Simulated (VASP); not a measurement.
# Mo (Im-3m) in VASP: a series of runs

The runs below take Mo through single point, with PBE.

All numbers are computed with VASP 6.6.1; they aren't measurements. Logs are shortened: lines on timing, memory, paths and dates and some standing lists are left out, and cuts for length are marked.

### 1 The undisturbed crystal

The structure is cubic, space group Im-3m (No. 229). The conventional cell has a = 3.168 Å, b = 3.168 Å, c = 3.168 Å, α = 90.00°, β = 90.00°, γ = 90.00°. Mo (site symmetry m-3m) is surrounded by 8 Mo at 2.74 Å.

### 2 Single point, PBE (grid = ENCUT=400 dk=0.9 cell=3x3x3 ISMEAR=1 SIGMA=0.1 LREAL=Auto EDIFF=1e-06)

Contents of INCAR:

```
SYSTEM = Mo
  PREC = Accurate
  ENCUT = 400
  EDIFF = 1E-6
  ISMEAR = 1
  SIGMA = 0.1
  LREAL = Auto
  LASPH = .TRUE.
  NELM = 120
  ALGO = Fast
  ISIF = 2
  LWAVE = .FALSE.
  LCHARG = .FALSE.
  GGA = PE
  NBANDS = 216
```

Contents of KPOINTS:

```
regular mesh
0
G
  2 2 2
  0 0 0
```

Contents of POSCAR:

```
Mo
1.0
   -4.7514269157      4.7514269157      4.7514269157
    4.7514269157     -4.7514269157      4.7514269157
    4.7514269157      4.7514269157     -4.7514269157
Mo
27
Direct
    0.0000000000      0.0000000000      0.0000000000
    0.0000000000      0.0000000000      0.3333333333
    0.0000000000      0.0000000000      0.6666666667
    0.0000000000      0.3333333333      0.0000000000
    0.0000000000      0.3333333333      0.3333333333
    0.0000000000      0.3333333333      0.6666666667
    0.0000000000      0.6666666667      0.0000000000
    0.0000000000      0.6666666667      0.3333333333
    0.0000000000      0.6666666667      0.6666666667
    0.3333333333      0.0000000000      0.0000000000
    0.3333333333      0.0000000000      0.3333333333
    0.3333333333      0.0000000000      0.6666666667
    0.3333333333      0.3333333333      0.0000000000
    0.3333333333      0.3333333333      0.3333333333
    0.3333333333      0.3333333333      0.6666666667
    0.3333333333      0.6666666667      0.0000000000
    0.3333333333      0.6666666667      0.3333333333
    0.3333333333      0.6666666667      0.6666666667
    0.6666666667      0.0000000000      0.0000000000
    0.6666666667      0.0000000000      0.3333333333
    0.6666666667      0.0000000000      0.6666666667
    0.6666666667      0.3333333333      0.0000000000
    0.6666666667      0.3333333333      0.3333333333
    0.6666666667      0.3333333333      0.6666666667
    0.6666666667      0.6666666667      0.0000000000
    0.6666666667      0.6666666667      0.3333333333
    0.6666666667      0.6666666667      0.6666666667
```

Potentials or basis: VASP PAW PBE potentials, release 64 (Mo_sv).

Started as:

```
$ cat potpaw_PBE.64/Mo_sv/POTCAR > POTCAR
$ mpirun -np 1 vasp_std > vasp.out
```

OUTCAR:

```text
SYSTEM = Mo
   PREC = Accurate
   ENCUT = 400
   EDIFF = 1E-6
   ISMEAR = 1
   LREAL = Auto
   LASPH = .TRUE.
   NELM = 120
   ISIF = 2
   GGA = PE

 Found      3 irreducible k-points:

 Following reciprocal coordinates:
            Coordinates               Weight
  0.000000  0.000000  0.000000      1.000000
  0.500000  0.000000  0.000000      6.000000
  0.500000  0.500000  0.500000      1.000000
   k-points           NKPTS =      3   k-points in BZ     NKDIM =      3   number of bands    NBANDS=    216
   number of dos      NEDOS =    301   number of ions     NIONS =     27
   total plane-waves  NPLWV = 157464
   dimension x,y,z NGX =    54 NGY =   54 NGZ =   54
   dimension x,y,z NGXF=   108 NGYF=  108 NGZF=  108
   ions per type =              27
   NGX,Y,Z   is equivalent  to a cutoff of  10.91, 10.91, 10.91 a.u.
   NGXF,Y,Z  is equivalent  to a cutoff of  21.82, 21.82, 21.82 a.u.
 SYSTEM =  Mo
   PREC   = accura    normal or accurate (medium, high low for compatibility)
   ISTART =      0    job   : 0-new  1-cont  2-samecut
   ICHARG =      2    charge: 1-file 2-atom 10-const
   ISPIN  =      1    spin polarized calculation?
   LNONCOLLINEAR =      F non collinear calculations
   LSORBIT =      F    spin-orbit coupling
   LASPH  =      T    aspherical Exc in radial PAW
   ENCUT  =  400.0 eV  29.40 Ry    5.42 a.u.  13.42 13.42 13.42*2*pi/ulx,y,z
   NELM   =    120;   NELMIN=  2; NELMDL= -5     # of ELM steps
   EDIFF  = 0.1E-05   stopping-criterion for ELM
   LREAL  =      T    real-space projection
   EDIFFG = 0.1E-04   stopping-criterion for IOM
   NSW    =      0    number of steps for IOM
   IBRION =     -1    ionic relax: 0-MD 1-quasi-New 2-CG
   NFREE  =      0    steps in history (QN), initial steepest desc. (CG)
   ISIF   =      2    stress and relaxation
   ISYM   =      2    0-nonsym 1-usesym 2-fastsym
   POTIM  = 0.5000    time-step for ionic-motion
   TEBEG  =    0.0;   TEEND  =   0.0 temperature during run
   PSTRESS=    0.0 pullay stress
   NELECT =     378.0000    total number of electrons
   NUPDOWN=      -1.0000    fix difference up-down
   EMIN   =  10.00;   EMAX   =-10.00  energy-range for DOS
   EFERMI =   0.00;   METHOD = LEGACY
   ISMEAR =     1;   SIGMA  =   0.10  broadening in eV -4-tet -1-fermi 0-gaus
   EFERMI_NEDOS =   21; number of points for ismear=-14 and -15
   IALGO  =     68    algorithm
   IMIX   =      4    mixing-type and parameters
     AMIX     =   0.40;   BMIX     =  1.00
     AMIX_MAG =   1.60;   BMIX_MAG =  1.00
  volume/ion in A,a.u.               =      15.89       107.24
  Fermi-wavevector in a.u.,A,eV,Ry     =   1.569380  2.965698 33.510508  2.462953
  Thomas-Fermi vector in A             =   2.671271
   LORBIT       =      0    0 simple, 1 ext, 2 COOP (PROOUT), +10 PAW based schemes
   GGA     = PE    functional components
   LHFCALC =     F    Hartree Fock is set to
   AEXX    =    0.0000 exact exchange contribution
   IVDW    =     0    specifies the selected vdW correction
   LEPSILON=     F    determine dielectric tensor
   LRPA    =     F    only Hartree local field effects (RPA)
 non-spin polarized calculation
 RMM-DIIS sequential band-by-band and
 Methfessel and Paxton  Order N= 1 SIGMA  =   0.10
  energy-cutoff  :      400.00
  volume of cell :      429.07
 maximum number of plane-waves:      7803
 NGX is ok and might be reduce to    54
   NGX = 27   NGY = 27   NGZ = 27

 number of electron     378.0000140 magnetization

 Free energy of the ion-electron system (eV)
  ---------------------------------------------------
  ext. energy  EPLUGINS =         0.00000000
  ---------------------------------------------------
  free energy    TOTEN  =      -296.93776880 eV

  energy without entropy =     -296.95084137  energy(sigma->0) =     -296.94212632

 E-fermi :  12.1647     XC(G=0): -13.3000

 val. band max:       12.0860812890   @ k =   0.5000   0.0000   0.0000
 cond. band min:      12.5156453604   @ k =   0.5000   0.0000   0.0000
 fundamental gap:      0.4295640714
 Fermi energy:        12.1647278170

 k-point     1 :       0.0000    0.0000    0.0000
  band No.  band energies     occupation
      1     -48.9615      2.00000
      2     -48.7768      2.00000
      3     -48.7768      2.00000
      4     -48.7768      2.00000
      5     -48.7768      2.00000
      6     -48.7768      2.00000
[... 193 lines left out ...]
    200      13.7492     -0.00000
    201      13.7503     -0.00000

 k-point     2 :       0.5000    0.0000    0.0000
  band No.  band energies     occupation
      1     -48.9006      2.00000
      2     -48.9006      2.00000
      3     -48.8081      2.00000
      4     -48.8081      2.00000
      5     -48.8081      2.00000
      6     -48.8081      2.00000
[... 193 lines left out ...]
    200      13.3990     -0.00000
    201      13.5112     -0.00000

 k-point     3 :       0.5000    0.5000    0.5000
  band No.  band energies     occupation
      1     -48.8440      2.00000
      2     -48.8440      2.00000
      3     -48.8440      2.00000
      4     -48.8440      2.00000
      5     -48.8440      2.00000
      6     -48.8440      2.00000
[... 193 lines left out ...]
    200      12.0133      2.05402
    201      12.6632     -0.00000
 [bands above 201 left out]

------------------------ aborting loop because EDIFF is reached ----------------------------------------

  FORCE on cell =-STRESS in cart. coord.  units (eV):
  Direction    XX          YY          ZZ          XY          YZ          ZX
  --------------------------------------------------------------------------------------
  -------------------------------------------------------------------------------------
  Total       -6.8016220     -6.8016220     -6.8016220      0.0000000      0.0000000     -0.0000000
  in kB      -25.3974974    -25.3974974    -25.3974974      0.0000000      0.0000000     -0.0000000
  external PRESSURE =     -25.3974974 kB  Pullay stress =       0.0000000 kB

 VOLUME and BASIS-vectors are now :
 -----------------------------------------------------------------------------
  energy-cutoff  :      400.00
  volume of cell :      429.07
      direct lattice vectors                 reciprocal lattice vectors
    -4.751426916  4.751426916  4.751426916     0.000000000  0.105231546  0.105231546
     4.751426916 -4.751426916  4.751426916     0.105231546  0.000000000  0.105231546
     4.751426916  4.751426916 -4.751426916     0.105231546  0.105231546  0.000000000

 POSITION                                       TOTAL-FORCE (eV/Angst)
 -----------------------------------------------------------------------------------
      0.00000      0.00000      0.00000         0.000000     -0.000000      0.000000
      1.58381      1.58381     -1.58381         0.000000     -0.000000     -0.000000
      3.16762      3.16762     -3.16762         0.000000     -0.000000      0.000000
      1.58381     -1.58381      1.58381        -0.000000     -0.000000     -0.000000
      3.16762      0.00000      0.00000         0.000000      0.000000      0.000000
      4.75143      1.58381     -1.58381        -0.000000     -0.000000      0.000000
[... 19 lines left out ...]
      1.58381      1.58381      4.75143        -0.000000      0.000000     -0.000000
      3.16762      3.16762      3.16762        -0.000000     -0.000000      0.000000
 -----------------------------------------------------------------------------------
    total drift:                                0.000000      0.000000      0.000000

  FREE ENERGIE OF THE ION-ELECTRON SYSTEM (eV)
  ---------------------------------------------------
  free  energy   TOTEN  =      -296.9377687952 eV

  energy  without entropy=     -296.9508413653  energy(sigma->0) =     -296.94212632
```

It took 8.1 min on 1 thread of Intel Xeon Platinum 8488C (Sapphire Rapids), shared host; peak memory 0.45 GiB.

These settings aren't checked as converged: the numbers below hold their error.

What came out:

```
Free energy            : -296.9378 eV
Pressure               : -2.5 GPa
Band gap on the k mesh : none (metal or under the smearing width)
```

Caveat: the k mesh is coarse (spacing up to 0.47 Å⁻¹), so the values aren't converged.

### 3 Single point, PBE (grid = ENCUT=280 dk=0.35 cell=3x3x3 ISMEAR=1 SIGMA=0.1 LREAL=Auto EDIFF=1e-06)

INCAR, as its differences from that of step 2:

```diff
@@ -2,3 +2,3 @@
   PREC = Accurate
-  ENCUT = 400
+  ENCUT = 280
   EDIFF = 1E-6
```

Contents of KPOINTS:

```
regular mesh
0
G
  3 3 3
  0 0 0
```

POSCAR is that of step 2.

Potentials or basis: VASP PAW PBE potentials, release 64 (Mo_sv).

Started as:

```
$ cat potpaw_PBE.64/Mo_sv/POTCAR > POTCAR
$ mpirun -np 1 vasp_std > vasp.out
```

It took 7.5 min on 1 thread of Intel Xeon Platinum 8488C (Sapphire Rapids), shared host; peak memory 0.38 GiB.

These settings aren't checked as converged: the numbers below hold their error.

Results:

```
Free energy            : -295.6151 eV
Band gap on the k mesh : none (metal or under the smearing width)
```

Caveat: the cutoff is under 1.25 times the usual one of these potentials, so pressure, stress and relaxed cells hold a basis-set (Pulay) error.

### 4 Single point, PBE (grid = ENCUT=340 dk=0.35 cell=3x3x3 ISMEAR=1 SIGMA=0.1 LREAL=Auto EDIFF=1e-06)

INCAR, as its differences from that of step 3:

```diff
@@ -2,3 +2,3 @@
   PREC = Accurate
-  ENCUT = 280
+  ENCUT = 340
   EDIFF = 1E-6
```

KPOINTS is that of step 3.

POSCAR is that of step 3.

Started as:

```
$ cat potpaw_PBE.64/Mo_sv/POTCAR > POTCAR
$ mpirun -np 1 vasp_std > vasp.out
```

Run time: 8.5 min. Hardware: 1 thread of Intel Xeon Platinum 8488C (Sapphire Rapids), shared host; peak memory 0.43 GiB.

The run converged, but some of its settings lie outside the range that counts as converged, so its numbers aren't taken as properties of the crystal.

What came out:

```
Free energy            : -295.5363 eV
Pressure               : -3.0 GPa
Band gap on the k mesh : none (metal or under the smearing width)
```

### 5 Single point, PBE (grid = ENCUT=400 dk=0.35 cell=3x3x3 ISMEAR=1 SIGMA=0.1 LREAL=False EDIFF=1e-06)

INCAR, as its differences from that of step 4:

```diff
@@ -2,3 +2,3 @@
   PREC = Accurate
-  ENCUT = 340
+  ENCUT = 400
   EDIFF = 1E-6
@@ -6,3 +6,3 @@
   SIGMA = 0.1
-  LREAL = Auto
+  LREAL = .FALSE.
   LASPH = .TRUE.
```

KPOINTS is that of step 4.

POSCAR is that of step 4.

Started as:

```
$ cat potpaw_PBE.64/Mo_sv/POTCAR > POTCAR
$ mpirun -np 1 vasp_std > vasp.out
```

Run time: 8.3 min. Hardware: 1 thread of Intel Xeon Platinum 8488C (Sapphire Rapids), shared host; peak memory 0.46 GiB.

The run converged, but some of its settings lie outside the range that counts as converged, so its numbers aren't taken as properties of the crystal.

Results:

| Item | Value |
| --- | --- |
| Free energy | -295.5870 eV |
| Pressure | -2.6 GPa |
| Band gap on the k mesh | none (metal or under the smearing width) |

### 6 For comparison

An earlier run on the cell as given: functional PBE; potentials or basis VASP PAW PBE potentials, release 64 (Mo_sv); cutoff 520 eV; k mesh 12 × 12 × 12; occupations fermi-dirac, width 0.05 eV; no spin polarisation.

* Pressure: -1.4 GPa
* Band gap on the k mesh: none (metal or under the smearing width)
